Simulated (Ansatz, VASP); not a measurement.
**Ga12N11 (V_N) in two plane-wave programs**

Aim: how closely do two programs agree when they are given the same cell, functional and k mesh? The cell is taken from a series of runs on this material, whose earlier steps may have relaxed, scaled, displaced or heated it; both programs get it as it stands.

Program: Ansatz 0.2.0. Level of theory: plane waves, with VASP 6.6.1 beside it; single point at r2SCAN. Results are calculated unless marked as measured.

## (1) The structure

The cell holds 23 atoms: 12 Ga and 11 N. Its edges and angles: a = 6.361 Å, b = 6.361 Å, c = 9.542 Å, α = 60.0°, β = 60.0°, γ = 60.0°. It derives from GaN (GaN (F-43m)). Nearest the centre at fractional (0.625, 0.625, 0.417): Ga11 at 2.07 Å, Ga5 at 2.09 Å, Ga8 at 2.11 Å, Ga12 at 2.19 Å, N21 at 3.17 Å, N14 at 3.17 Å, N23 at 3.17 Å, N17 at 3.17 Å.

Coordinates:

```cif
data_structure
_symmetry_space_group_name_H-M 'P 1'
_symmetry_Int_Tables_number 1
_cell_length_a 6.3614
_cell_length_b 6.3614
_cell_length_c 9.5421
_cell_angle_alpha 60.000
_cell_angle_beta 60.000
_cell_angle_gamma 60.000
_cell_volume 273.05
loop_
_atom_site_label
_atom_site_type_symbol
_atom_site_fract_x
_atom_site_fract_y
_atom_site_fract_z
_atom_site_occupancy
Ga1 Ga 0.00103 0.00391 0.99740 1
Ga2 Ga 0.00093 0.00365 0.32864 1
Ga3 Ga 0.99919 0.00197 0.66804 1
Ga4 Ga 0.99775 0.49896 0.00083 1
Ga5 Ga 0.02781 0.49388 0.32370 1
Ga6 Ga 0.00006 0.49715 0.66797 1
Ga7 Ga 0.49618 0.00060 0.00080 1
Ga8 Ga 0.49105 0.03049 0.32368 1
Ga9 Ga 0.49440 0.00293 0.66793 1
Ga10 Ga 0.50002 0.50295 0.99823 1
Ga11 Ga 0.49184 0.49449 0.32628 1
Ga12 Ga 0.48209 0.48500 0.69756 1
N13 N 0.12427 0.12704 0.08178 1
N14 N 0.12208 0.12494 0.41707 1
N15 N 0.12369 0.12646 0.74920 1
N16 N 0.12177 0.62829 0.08171 1
N17 N 0.12187 0.62835 0.41706 1
N18 N 0.12213 0.62849 0.74794 1
N19 N 0.62549 0.12464 0.08166 1
N20 N 0.62564 0.12450 0.41702 1
N21 N 0.62568 0.12507 0.74789 1
N22 N 0.62472 0.62754 0.08260 1
N23 N 0.62539 0.62826 0.74783 1
```

## (2) Ansatz: single point, r2SCAN, pair 1

Ansatz runs on its PAW soft_1 files.

With cell and atoms fixed, the geometry can't cause a difference; cores, projectors, grids and the points listed under the comparison can.

The input, input.yaml:

```yaml
crystal:
  checkpoint: "../qp2_M1.relax.run"
  host: checkpoint
basis:
  ecutwfc: 500
  xc_grid: 2
hamiltonian:
  xc: r2scan
  pseudopotentials: { kind: paw, azcp: { folder: soft_1 } }
kpoints:
  mp_grid: { grid: [2, 2, 2], shift: [0.5, 0.5, 0.5] }
scf:
  occupations: { method: fixed }
  max_iter: 100
output:
  forces: true
  eigenvalues: true
  charged_corrections: { defect_position: [0.625, 0.625, 0.416667] }
checkpoint:
  read: "../qp2_M1.relax.run"
  write: "../qp2_M1.point_neutral.run"
  compress: false
  write_wavefunctions: false
  write_every: 100000
magnetization:
  spin_polarized: true
  initial_magnetization: 1
  spin_locking: { lock_magnetization: hard }
```

The run is started by

```
$ ansatz run input.yaml --threads 4 --pin off --max-ram 7536MiB --backend cpu --events-out ev --progress --plain --runs-dir out
```

Numbers of over 12 decimals in the logs are rounded to 6 here.

The log of the run:

```text
Warning: This run holds its total moment fixed (magnetization.spin_locking.lock_magnetization: hard) and mixes its density by anderson or broyden (scf.mixing.algorithm, typed or taken by auto). Slabs with a fixed moment have converged under broyden above another state at the same moment, at the default mixing steps and at smaller ones, and under scf.lower_state_search: standard, light or off a state that such a mixer [...]
checkpoint.read: the saved state was converged at a total charge of 2 e, and this run's is 0 e: a saved density that it takes is scaled to its electron count
crystal.checkpoint: the structure is that of <dir>, a `relax` run, at its step 6: its result, under r2scan at a charge of 2 e; 23 atoms read, 0 with a starting moment; this deck's charge is 0 e; crystal.structure_sha256 for this input is
Engine: ansatz 0.2.0, aarch64-unknown-linux-gnu
Pseudopotentials: kind: paw
Pseudopotential: Ga, paw, valence charge 13, recommended cutoff 500 eV (meta_gga), soft_1/Ga.paw.azcp
Pseudopotential: N, paw, valence charge 5, recommended cutoff 500 eV (meta_gga), soft_1/N.paw.azcp
Functional definition: r2SCAN
  parameter k0 = 0.174
  parameter k1 = 0.065
  parameter a1 = 4.9479
  exchange = r2scan_x(k0 = k0, k1 = k1, a1 = a1)
  correlation = r2scan_c
Crystal: 23 atoms, lattice volume = 273.046 Å³
Basis set: ecut = 500 eV, 6939 PW (Γ), exchange–correlation on 96×96×144 points (8 copies of the dense FFT grid, shifted against one another)
Bands: 129, of which v1, the nominal top of the filled ones, is band 106 counted from 1 (105 counted from 0)
Symmetry: 1 space group operations
Space group: P1 (ITA 1), of the structure as read, at distance tolerance 6.5e-5 Å
Magnetic group: BNS 1.1 (UNI 1), of the structure as read, at distance tolerance 6.5e-5 Å
k-points: 4 of 8 (time reversal used)
Non-local potential: Ga, projectors of the file, l = 0: 2, l = 1: 2, l = 2: 3, l = 3: 1
Non-local potential: N, projectors of the file, l = 0: 2, l = 1: 2, l = 2: 1
PAW form: soft (Blöchl's): semilocal exchange-correlation on the pseudo side does not see the compensation charge
PAW frozen core: Ga, regenerated for the run's functional (the file was generated under x = pbe(κ = 0.804, μ = 0.219515), c = pbe(β = 0.066725))
PAW frozen core: N, regenerated for the run's functional (the file was generated under x = pbe(κ = 0.804, μ = 0.219515), c = pbe(β = 0.066725))
PAW one-centre angular grid: Ga, 590 points (default); XC on 160 Gauss nodes
PAW one-centre angular grid: N, 302 points (default); XC on 160 Gauss nodes
Initial density: read from a saved state, or passed on in memory by an earlier SCF of this step, an earlier step, the calling program or the single point that the run made first
Starting moments: Σ|m| = 1 μB on 23 of 23 sites; this step starts from the density that it was given
Initial wavefunctions: those read from a saved state, or passed on in memory by an earlier step or the calling program
Functional: x = r2scan, c = r2scan; τ floored in thin density (d = 2e-4 eV/Å³)
SCF iter   1: F=—  HF=-49728.646748 eV  |F-HF|=—  |Δ(HF+E_count)|=         —  Δρ=2.48e-2 (↑2.48e-2 ↓2.42e-2)  dr2=6.57e0  dr2_τ=3.30e-3  dr2_m=1.39e-2  M=1.000 μB ∫|m|=1.038 μB  β_m=1.20  ethr=3.10e-3  ⟨swp⟩=4.0  Hψ=2507  notcnv=0  defer=149
preconditioner: auto → Resta (q_TF=auto, 2.614 Å⁻¹)  ε∞=5.0  [insulator: Δε(μ)=0.298 eV  Ē_g=16.384 eV  n_scr=84 (ndim 8)  ℏωp=32.6 eV  f_vac=0.003  ε∞_Penn≈5.0]
spin=Collinear: Resta preconditioning applied to the charge; magnetization (m = ρ↑ − ρ↓) channel mixes plain (no charge-response kernel on spin).
SCF iter   2: F=—  HF=-49727.302038 eV  |F-HF|=—  |Δ(HF+E_count)|=    1.34e0  Δρ=1.41e-2 (↑1.41e-2 ↓1.39e-2)  dr2=2.81e0  dr2_τ=1.45e-3  dr2_m=3.12e-3  M=1.000 μB ∫|m|=1.065 μB  β_m=1.20  ethr=3.10e-3  ⟨swp⟩=2.0  Hψ=1225  notcnv=0  defer=165  κ⁻¹=1.0e0(r=1)
SCF iter   3: F=—  HF=-49726.567453 eV  |F-HF|=—  |Δ(HF+E_count)|=   7.35e-1  Δρ=3.52e-3 (↑3.52e-3 ↓3.22e-3)  dr2=3.17e-1  dr2_τ=6.19e-4  dr2_m=2.25e-3  M=1.000 μB ∫|m|=1.187 μB  β_m=1.20  ethr=1.33e-3  ⟨swp⟩=2.8  Hψ=1648  notcnv=0  defer=163  κ⁻¹=1.2e-2(r=2)
SCF iter   4: F=—  HF=-49726.539164 eV  |F-HF|=—  |Δ(HF+E_count)|=   2.83e-2  Δρ=3.78e-3 (↑3.53e-3 ↓3.78e-3)  dr2=7.68e-2  dr2_τ=4.32e-4  dr2_m=6.26e-4  M=1.000 μB ∫|m|=1.153 μB  β_m=1.20  ethr=1.50e-4  ⟨swp⟩=2.2  Hψ=1984  notcnv=0  defer=170  κ⁻¹=8.8e-3(r=3)
[...]
SCF 1 converged in 16 iterations: F = -49726.563786 eV  dr2 = 3.64e-9
  greatest PAW one-centre occupation: 0.994 electrons in one spin orbital (limit 2), on the Ga atom at site 6 (counted from 0), in its partial waves of l = 2
this state was not tested for a lower state beside it, because the mixer in use, unlike msr1, does not test its closes by its own steps (another_mixer; see scf.mixing.algorithm and scf.lower_state_search)
SCF converged after 16 iterations
Magnetization: 1.0000 μB (106.0000 up, 105.0000 down)
Absolute magnetization: 1.0858 μB (∫|ρ↑−ρ↓|, with the PAW one-centre terms)
Spin contamination: 0.0092 ħ² per cell (⟨S²⟩ above its minimum at these occupations)
Per-site moments (μB) at R_I (Å): [(0.0024069, 0.797696), (0.014681, 0.793363), (0.00226483, 0.793363), (0.021486, 0.793186), (0.00222785, 0.794300), (0.014180, 0.794227), (0.00337771, 0.796890), (0.025027, 0.780161), (0.030386, 0.780161), (0.034399, 0.792421), (0.00212324, 0.794227), (0.023724, 0.777823), (0.00337941, 0.796853), (0.025036, 0.780201), (0.030406, 0.780201), (0.034400, 0.792508), (0.00212368, 0.794292), (0.023713, 0.777789), (0.0064528, 0.804754), (0.016669, 0.784778), (0.00201531, 0.784778), (0.018854, 0.777789), (0.034378, 0.782315)]
Free energy (F): -49726.563786 eV
Harris-Foulkes:  -49726.563786 eV  (|F-HF|=8.51e-10)
Internal energy: -49726.563786 eV  (E = F + TS)
E sigma→0 (E₀):  -49726.563786 eV
Fermi energy:    12.385198 (↑ 12.385198, ↓ 10.460875) eV
--- Per-component energies (eV) ---
  E_band       = -270.819341
  E_kinetic    = 2760.070946
  E_local      = -17499.924620  (includes V_loc(G=0)·N_el)
  E_nonlocal   = -676.353131
  E_hartree    = 11020.692747
  E_xc         = -1332.509585
  E_vxc        = -1599.345768  (∫ρ·V_xc dr)
  E_paw        = -25556.053454  (= ΣΔE_a)
  E_vpaw       = -5384.136201  (= ΣTr[D̂ρ^β])
  E_aug_tail   = 0.000241  (compensation charges beyond the density's cutoff)
  E_vtau       = 87.485996  (kinetic-family band-sum trace: ∫τ·v_τ [+ j·A + Jᵃ·Aᵃ] dr)
  E_ewald      = -18434.324933
  E_core_change = -8.161997  (= ΣΔE_core)
  E_smearing   = -0.000000  (= −TS)
  E_closure    = 0.000000  (closes the sum)
  Σ components = -49726.563786   (vs F -49726.563786, Δ=0.00e0)
--- Forces (eV/Å), atoms counted from 1 ---
  atom   1  Ga     0.03657243     0.04211377    -0.49361791
  atom   2  N     -0.12163091    -0.12283746     0.02622124
  atom   3  Ga     0.41464989     0.41451982    -0.30826730
  atom   4  N     -0.00643217    -0.00395461     0.13681297
  atom   5  Ga    -0.43457708    -0.43669359     0.14013244
  atom   6  N      0.10895877     0.10957008    -0.03759262
  atom   7  Ga     0.35128719    -0.19092318     0.14697973
  atom   8  N     -0.64986764    -0.06060205     0.78513561
  atom   9  Ga     1.43287935    -0.97301410    -1.74655619
  atom  10  N     -0.08172023     0.10239966     0.11190650
  atom  11  Ga    -0.05373133    -0.52486957     0.37029459
  atom  12  N      0.55549732     0.12222374    -0.66671372
  atom  13  Ga    -0.19235812     0.35150004     0.14632153
  atom  14  N     -0.05697847    -0.65208016     0.78214716
  atom  15  Ga    -0.97087245     1.43580207    -1.74331386
  atom  16  N      0.10677369    -0.08260337     0.11372719
  atom  17  Ga    -0.52572372    -0.05615648     0.36675298
  atom  18  N      0.12045173     0.55877975    -0.66919834
  atom  19  Ga    -0.03863896    -0.03443386     0.07787070
  atom  20  N     -0.40930844    -0.40974255    -0.13660220
  atom  21  Ga     1.34765304     1.34669943     1.00741538
  atom  22  Ga    -1.27118665    -1.27133359     1.57154422
  atom  23  N      0.33800084     0.33950629     0.01776807
  max |Σ_I F_I| component: 3.87e-3 eV/Å
--- Band table (eV; the first three rows and the last of 8) ---
  k-point 0 ↑: bands = [... 102 lower, 8.4908, 8.5000, 9.2998, 12.3177, 12.9773, 13.3911, 13.6476, 13.7109, ... 19 higher]
  k-point 1 ↑: bands = [... 102 lower, 8.0838, 8.5405, 9.6210, 12.3852, 12.9627, 13.1482, 13.6734, 13.8046, ... 19 higher]
  k-point 2 ↑: bands = [... 102 lower, 8.0206, 8.2599, 10.2752, 12.2591, 13.0808, 13.2813, 13.7194, 14.2798, ... 19 higher]
  k-point 3 ↓: bands = [... 102 lower, 8.0754, 8.3042, 10.4608, 12.8588, 13.3502, 13.4774, 13.9139, 14.4163, ... 19 higher]
```

Reading the cycles: dr2 is the Hartree energy of the density residual (eV), the measure of convergence; HF is the Harris–Foulkes estimate of the energy, which meets the free energy F at convergence.

[end of part 1 of 3]

[Lines on the potential files, build, host, timing and source positions are cut from VASP's logs without a mark.]

[Logs are printed without paths, hosts, clocks, repeated set-up lines and the standing remarks that a program may print on its own settings, such as how far it seeks lower states.]

[Hosts, paths, dates, database ids (printed as entryN), source tags and the programs' standing remarks are cut or masked in the printed files.]
